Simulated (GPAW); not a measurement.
# ZnSe (Stilleite) (F-43m) in GPAW: a series of runs, part 2 of 2

GPAW 26.7.0.

## Step 4: Equation of state, PBE

run.py reads:

```python
import spglib
from ase import Atoms
from ase.eos import EquationOfState
from ase.io import Trajectory, read
from ase.units import GPa
from gpaw import GPAW, PW, setup_paths

setup_paths.insert(0, '.')

atoms = read('ZnSe.cif')
cell, positions, numbers = spglib.find_primitive(
    (atoms.cell[:], atoms.get_scaled_positions(), atoms.numbers), symprec=1e-4)
atoms = Atoms(numbers, cell=cell, scaled_positions=positions, pbc=True)

traj = Trajectory('eos.traj', 'w')
volumes, energies = [], []
for x in [0.94, 0.96, 0.98, 1.0, 1.02, 1.04, 1.06]:
    a = atoms.copy()
    a.set_cell(atoms.cell * x**(1 / 3), scale_atoms=True)
    calc = GPAW(mode=PW(600),
                xc='PBE',
                kpts={'size': (7, 7, 7), 'gamma': True},
                occupations={'name': 'fermi-dirac', 'width': 0.05},
                setups={'Se': 'jth', 'Zn': 'jth'},
                nbands=-9,
                convergence={'density': 1e-05, 'energy': 1e-05},
                maxiter=150,
                txt=f'eos-{x:.2f}.txt')
    a.calc = calc
    energies.append(a.get_potential_energy(force_consistent=True))
    volumes.append(a.get_volume())
    p = -a.get_stress()[:3].mean() / GPa
    calc.write(f'eos-{x:.2f}.gpw')
    traj.write(a)
    print(f'{x:.2f} {volumes[-1]:10.4f} A^3 {energies[-1]:14.6f} eV {p:9.3f} GPa', flush=True)

v0, e0, B = EquationOfState(volumes, energies, eos='birchmurnaghan').fit()
print(f'V0 = {v0:.4f} A^3, E0 = {e0:.6f} eV, B0 = {B / GPa:.2f} GPa')
```

ZnSe.cif reads:

```cif
data_ZnSe
_cell_length_a 5.66760000
_cell_length_b 5.66760000
_cell_length_c 5.66760000
_cell_angle_alpha 90.00000000
_cell_angle_beta 90.00000000
_cell_angle_gamma 90.00000000
_space_group_name_H-M_alt 'F-43m'
_space_group_name_Hall 'F -4 2 3'
_space_group_IT_number 216
loop_
_space_group_symop_operation_xyz
'x,y,z'
'y,-x,-z'
'-x,-y,z'
'-y,x,-z'
'x,-y,-z'
'y,x,z'
'-x,y,-z'
'-y,-x,z'
'z,x,y'
'-z,y,-x'
'z,-x,-y'
'-z,-y,x'
'-z,x,-y'
'z,y,x'
'-z,-x,y'
'z,-y,-x'
'y,z,x'
'-x,-z,y'
'-y,z,-x'
'x,-z,-y'
'-y,-z,x'
'x,z,y'
'y,-z,-x'
'-x,z,-y'
'x,y+1/2,z+1/2'
'y,-x+1/2,-z+1/2'
'-x,-y+1/2,z+1/2'
'-y,x+1/2,-z+1/2'
'x,-y+1/2,-z+1/2'
'y,x+1/2,z+1/2'
'-x,y+1/2,-z+1/2'
'-y,-x+1/2,z+1/2'
'z,x+1/2,y+1/2'
'-z,y+1/2,-x+1/2'
'z,-x+1/2,-y+1/2'
'-z,-y+1/2,x+1/2'
'-z,x+1/2,-y+1/2'
'z,y+1/2,x+1/2'
'-z,-x+1/2,y+1/2'
'z,-y+1/2,-x+1/2'
'y,z+1/2,x+1/2'
'-x,-z+1/2,y+1/2'
'-y,z+1/2,-x+1/2'
'x,-z+1/2,-y+1/2'
'-y,-z+1/2,x+1/2'
'x,z+1/2,y+1/2'
'y,-z+1/2,-x+1/2'
'-x,z+1/2,-y+1/2'
'x+1/2,y,z+1/2'
'y+1/2,-x,-z+1/2'
'-x+1/2,-y,z+1/2'
'-y+1/2,x,-z+1/2'
'x+1/2,-y,-z+1/2'
'y+1/2,x,z+1/2'
'-x+1/2,y,-z+1/2'
'-y+1/2,-x,z+1/2'
'z+1/2,x,y+1/2'
'-z+1/2,y,-x+1/2'
'z+1/2,-x,-y+1/2'
'-z+1/2,-y,x+1/2'
'-z+1/2,x,-y+1/2'
'z+1/2,y,x+1/2'
'-z+1/2,-x,y+1/2'
'z+1/2,-y,-x+1/2'
'y+1/2,z,x+1/2'
'-x+1/2,-z,y+1/2'
'-y+1/2,z,-x+1/2'
'x+1/2,-z,-y+1/2'
'-y+1/2,-z,x+1/2'
'x+1/2,z,y+1/2'
'y+1/2,-z,-x+1/2'
'-x+1/2,z,-y+1/2'
'x+1/2,y+1/2,z'
'y+1/2,-x+1/2,-z'
'-x+1/2,-y+1/2,z'
'-y+1/2,x+1/2,-z'
'x+1/2,-y+1/2,-z'
'y+1/2,x+1/2,z'
'-x+1/2,y+1/2,-z'
'-y+1/2,-x+1/2,z'
'z+1/2,x+1/2,y'
'-z+1/2,y+1/2,-x'
'z+1/2,-x+1/2,-y'
'-z+1/2,-y+1/2,x'
'-z+1/2,x+1/2,-y'
'z+1/2,y+1/2,x'
'-z+1/2,-x+1/2,y'
'z+1/2,-y+1/2,-x'
'y+1/2,z+1/2,x'
'-x+1/2,-z+1/2,y'
'-y+1/2,z+1/2,-x'
'x+1/2,-z+1/2,-y'
'-y+1/2,-z+1/2,x'
'x+1/2,z+1/2,y'
'y+1/2,-z+1/2,-x'
'-x+1/2,z+1/2,-y'
loop_
_atom_site_label
_atom_site_type_symbol
_atom_site_symmetry_multiplicity
_atom_site_Wyckoff_symbol
_atom_site_fract_x
_atom_site_fract_y
_atom_site_fract_z
_atom_site_occupancy
Se1 Se 4 c 0.2500000000 0.2500000000 0.2500000000 1
Zn1 Zn 4 a 0.0000000000 0.0000000000 0.0000000000 1
```

Potentials or basis: JTH PAW 2.0, PBE, pw.

Launch:

```bash
$ OMP_NUM_THREADS=1 python run.py
```

Wall time 51 s (1 thread of Intel Xeon 6975P-C (Granite Rapids), shared host); peak memory 0.21 GiB.

It converged, with:

- Equilibrium volume: 23.52 Å³/atom (rough: see the caveat)
- Bulk modulus: 66 GPa (rough)

Energy against volume, from the lowest point:
```csv
volume (Å³/atom),energy (meV/atom)
21.391,43.93
21.846,24.78
22.301,15.37
22.757,5.14
23.212,0.00
23.667,0.52
24.122,3.07
```

Caveat: the energies scatter about the fit; the fit is doubtful: noisy points or a state that changes with volume; the program truncates these outside data sets.

## Step 5: Band structure, C09-vdW, spin-orbit coupling, no magnetisation

run.py reads:

```python
import numpy as np
from ase import Atoms
from ase.dft.bandgap import bandgap
from ase.io import write
from gpaw import GPAW, PW
from gpaw.spinorbit import soc_eigenstates

atoms = Atoms(['Se', 'Zn'],
              cell=[[0.0, 2.8338, 2.8338],
                    [2.8338, 0.0, 2.8338],
                    [2.8338, 2.8338, 0.0]],
              scaled_positions=[[0.75, 0.75, 0.75],
                                [0.0, 0.0, 0.0]],
              pbc=True)

calc = GPAW(mode=PW(600),
            xc={'name': 'C09-vdW', 'backend': 'libvdwxc'},
            kpts={'size': (7, 7, 7), 'gamma': True},
            occupations={'name': 'fermi-dirac', 'width': 0.05},
            nbands=18,
            convergence={'density': 1e-05, 'energy': 1e-05},
            maxiter=150,
            txt='gpaw.txt')
atoms.calc = calc
energy = atoms.get_potential_energy()
forces = atoms.get_forces()
calc.write('gs.gpw')
write('result.traj', atoms)
print(f'Energy: {energy:.6f} eV')
print('Forces (eV/A):')
print(forces.round(4))
print('Fermi level:', round(calc.get_fermi_level(), 4), 'eV')
print(f'Gap: {bandgap(calc)[0]:.4f} eV, direct: {bandgap(calc, direct=True)[0]:.4f} eV')

path = atoms.cell.bandpath('GXWKGLUWLK,UX', npoints=100, eps=1e-4)
bs_calc = calc.fixed_density(kpts=path, symmetry='off', nbands=29,
                             convergence={'bands': 'CBM+6.0', 'eigenstates': 1e-6}, txt='bands.txt')
bs = bs_calc.band_structure()
bs.write('bs.json')
print(f'Gap on the path: {bandgap(bs_calc)[0]:.4f} eV')

soc = soc_eigenstates(bs_calc, theta=0, phi=0)
np.savetxt('soc_bands.dat', soc.eigenvalues(), fmt='%.4f')
mesh = soc_eigenstates('gs.gpw', theta=0, phi=0)
np.savetxt('soc_mesh.dat', mesh.eigenvalues(), fmt='%.4f')
print('Fermi level with spin-orbit coupling:', round(mesh.fermi_level, 4), 'eV')
```

Potentials or basis: GPAW PAW data sets (gpaw-data 1.2.1), pw.

Launch:

```bash
$ OMP_NUM_THREADS=1 python run.py
```

Run time: 31 s. Hardware: 1 thread of Intel Xeon 6975P-C (Granite Rapids), shared host; peak memory 0.33 GiB.

It converged, with:

* Free energy: 48.5927 eV
* Band gap on the k mesh: 1.10 eV, direct
* Band gap along the path: 1.10 eV, direct

Levels at the corners of the path, in eV from the valence-band top:
| point | band 16 | band 17 | band 18 | band 19 | band 20 | band 21 |
| --- | --- | --- | --- | --- | --- | --- |
| Γ | 0.00 | 0.00 | 0.00 | 1.10 | 1.10 | 5.56 |
| X | -2.41 | -2.23 | -2.23 | 2.73 | 2.73 | 3.28 |
| W | -2.86 | -2.79 | -2.78 | 5.18 | 5.24 | 5.40 |
| K | -3.19 | -1.92 | -1.92 | 3.37 | 3.37 | 5.36 |
| Γ | 0.00 | 0.00 | 0.00 | 1.10 | 1.10 | 5.56 |
| L | -1.12 | -0.88 | -0.88 | 2.37 | 2.37 | 6.18 |
| U | -3.19 | -1.92 | -1.92 | 3.37 | 3.37 | 5.36 |
| W | -2.86 | -2.79 | -2.78 | 5.18 | 5.24 | 5.40 |
| L | -1.12 | -0.88 | -0.88 | 2.37 | 2.37 | 6.18 |
| K | -3.19 | -1.92 | -1.92 | 3.37 | 3.37 | 5.36 |
| U | -3.19 | -1.92 | -1.92 | 3.37 | 3.37 | 5.36 |
| X | -2.41 | -2.23 | -2.23 | 2.73 | 2.73 | 3.28 |

Caveat: spin-orbit coupling was added after a scalar SCF, so levels and gaps hold it while energy, forces, pressure and moments don't; this program's spin-orbit splittings come out too wide for heavy elements; the PAW data sets were made with another functional, which shifts forces and pressure a little.

## Step 6: Band structure, mBEEF, spin-orbit coupling, no magnetisation

run.py reads:

```python
import numpy as np
from ase.dft.bandgap import bandgap
from ase.io import write
from ase.spacegroup import crystal
from ase.units import GPa
from gpaw import GPAW, PW
from gpaw.spinorbit import soc_eigenstates

# Se 4c
# Zn 4a
atoms = crystal(['Se', 'Zn'],
                basis=[[0.25, 0.25, 0.25],
                       [0.0, 0.0, 0.0]],
                spacegroup=216, setting=1,  # F-43m
                cellpar=[5.6676, 5.6676, 5.6676, 90.0, 90.0, 90.0],
                primitive_cell=True)

calc = GPAW(mode=PW(600),
            xc='mBEEF',
            kpts={'size': (7, 7, 7), 'gamma': True},
            occupations={'name': 'fermi-dirac', 'width': 0.05},
            nbands=18,
            convergence={'density': 1e-05, 'energy': 1e-05},
            maxiter=150,
            txt='gpaw.txt')
atoms.calc = calc
energy = atoms.get_potential_energy()
forces = atoms.get_forces()
stress = atoms.get_stress()
calc.write('gs.gpw')
write('result.traj', atoms)
print(f'Energy: {energy:.6f} eV')
print('Forces (eV/A):')
print(forces.round(4))
print('Stress (GPa):', (stress / GPa).round(3))
print('Fermi level:', round(calc.get_fermi_level(), 4), 'eV')
print(f'Gap: {bandgap(calc)[0]:.4f} eV, direct: {bandgap(calc, direct=True)[0]:.4f} eV')

path = atoms.cell.bandpath('GXWKGLUWLK,UX', npoints=80, eps=1e-4)
bs_calc = calc.fixed_density(kpts=path, symmetry='off', nbands=29,
                             convergence={'bands': 'CBM+6.0', 'eigenstates': 1e-6}, txt='bands.txt')
bs = bs_calc.band_structure()
bs.write('bs.json')
print(f'Gap on the path: {bandgap(bs_calc)[0]:.4f} eV')

soc = soc_eigenstates(bs_calc, theta=90, phi=45, ignore_xc_potential=True)
np.savetxt('soc_bands.dat', soc.eigenvalues(), fmt='%.4f')
mesh = soc_eigenstates('gs.gpw', theta=90, phi=45, ignore_xc_potential=True)
np.savetxt('soc_mesh.dat', mesh.eigenvalues(), fmt='%.4f')
print('Fermi level with spin-orbit coupling:', round(mesh.fermi_level, 4), 'eV')
```

Potentials or basis: GPAW PAW data sets (gpaw-data 1.2.1), pw.

Launch:

```bash
$ OMP_NUM_THREADS=1 python run.py
```

Run time: 85 s. Hardware: 1 thread of Intel Xeon 6975P-C (Granite Rapids), shared host; peak memory 0.39 GiB.

Results (log left out):

* Free energy: -141.5259 eV
* Pressure: 0.9 GPa
* Band gap on the k mesh: 1.91 eV, direct
* Band gap along the path: 1.91 eV, direct

Levels at the corners of the path, in eV from the valence-band top:
| point | band 14 | band 15 | band 16 | band 17 | band 18 | band 19 | band 20 | band 21 | band 22 | band 23 |
| --- | --- | --- | --- | --- | --- | --- | --- | --- | --- | --- |
| Γ | -0.39 | 0.00 | 0.00 | 0.00 | 0.00 | 1.91 | 1.91 | 6.15 | 6.15 | 6.30 |
| X | -4.86 | -2.38 | -2.38 | -2.20 | -2.20 | 3.58 | 3.58 | 3.93 | 3.93 | 11.44 |
| W | -4.73 | -2.95 | -2.76 | -2.70 | -2.68 | 5.85 | 6.03 | 6.06 | 6.07 | 7.56 |
| K | -4.76 | -3.20 | -3.08 | -1.90 | -1.90 | 4.11 | 4.12 | 6.04 | 6.15 | 9.66 |
| Γ | -0.39 | 0.00 | 0.00 | 0.00 | 0.00 | 1.91 | 1.91 | 6.15 | 6.15 | 6.30 |
| L | -5.30 | -1.11 | -1.11 | -0.88 | -0.88 | 3.07 | 3.07 | 6.84 | 6.84 | 6.90 |
| U | -4.76 | -3.20 | -3.08 | -1.90 | -1.90 | 4.11 | 4.12 | 6.04 | 6.15 | 9.66 |
| W | -4.73 | -2.95 | -2.76 | -2.70 | -2.68 | 5.85 | 6.03 | 6.06 | 6.07 | 7.56 |
| L | -5.30 | -1.11 | -1.11 | -0.88 | -0.88 | 3.07 | 3.07 | 6.84 | 6.84 | 6.90 |
| K | -4.76 | -3.20 | -3.08 | -1.90 | -1.90 | 4.11 | 4.12 | 6.04 | 6.15 | 9.66 |
| U | -4.76 | -3.20 | -3.08 | -1.90 | -1.90 | 4.11 | 4.12 | 6.04 | 6.15 | 9.66 |
| X | -4.86 | -2.38 | -2.38 | -2.20 | -2.20 | 3.58 | 3.58 | 3.93 | 3.93 | 11.44 |

Caveat: spin-orbit coupling was added after a scalar SCF, so levels and gaps hold it while energy, forces, pressure and moments don't; this program's spin-orbit splittings come out too wide for heavy elements; the PAW data sets were made with another functional, which shifts forces and pressure a little.

## Step 7: The runs side by side

| task | level | potentials or basis | spin | eigensolver | data set | band path | band points | spin axis theta (degrees) | gap on the mesh (eV) |
| --- | --- | --- | --- | --- | --- | --- | --- | --- | --- |
| equation of state | PBEsol+D3 | PAW data sets generated in the run's folder for this functional, pw | off | - | - | - | - | - | - |
| equation of state | TPSS | GPAW PAW data sets (gpaw-data 1.2.1), pw | off | davidson | - | - | - | - | - |
| equation of state | PBE | JTH PAW 2.0, PBE, pw | off | - | Se jth, Zn jth | - | - | - | - |
| band structure | C09-vdW | GPAW PAW data sets (gpaw-data 1.2.1), pw | SOC, no magnetisation | - | - | GXWKGLUWLK,UX | 100 | 0 | 1.10 |
| band structure | mBEEF | GPAW PAW data sets (gpaw-data 1.2.1), pw | SOC, no magnetisation | - | - | GXWKGLUWLK,UX | 80 | 90 | 1.91 |

Alike in all rows: cell as given; k mesh 7 × 7 × 7; cutoff (eV) 600; smearing fermi-dirac 0.05 eV.

Caveats: the PAW data sets were made with another functional, which shifts forces and pressure a little (some runs); spin-orbit coupling was added after a scalar SCF, so levels and gaps hold it while energy, forces, pressure and moments don't (some runs); this program's spin-orbit splittings come out too wide for heavy elements (some runs); the energies scatter about the fit (some runs); the fit is doubtful: noisy points or a state that changes with volume (some runs); the program truncates these outside data sets (some runs).

Total energies depend on the potentials used, so only differences within one code and one set of settings carry meaning.

## Step 8: How close it comes

Step 5. Against the measured gap of ZnSe, 2.695 eV (an exciton energy, a little under the gap; 300 K; “Alloy Disordering Effects on the Thermal Conductivity and Energy Gap Temperature Dependence of Cd1−xZnxSe Ternary Crystals Grown by the Bridgman Method”, 2023, pmc:10253836), the calculated 1.10 eV is off by -1.59 eV. So large a miss can be the level of theory's own, or it may mean another phase, state or a wrong row. The value is that of C09-vdW, without temperature or zero-point motion.

Step 6. Against the measured gap of ZnSe, 2.695 eV (an exciton energy, a little under the gap; 300 K; “Alloy Disordering Effects on the Thermal Conductivity and Energy Gap Temperature Dependence of Cd1−xZnxSe Ternary Crystals Grown by the Bridgman Method”, 2023, pmc:10253836), the calculated 1.91 eV is off by -0.78 eV. The value is that of mBEEF, without temperature or zero-point motion.
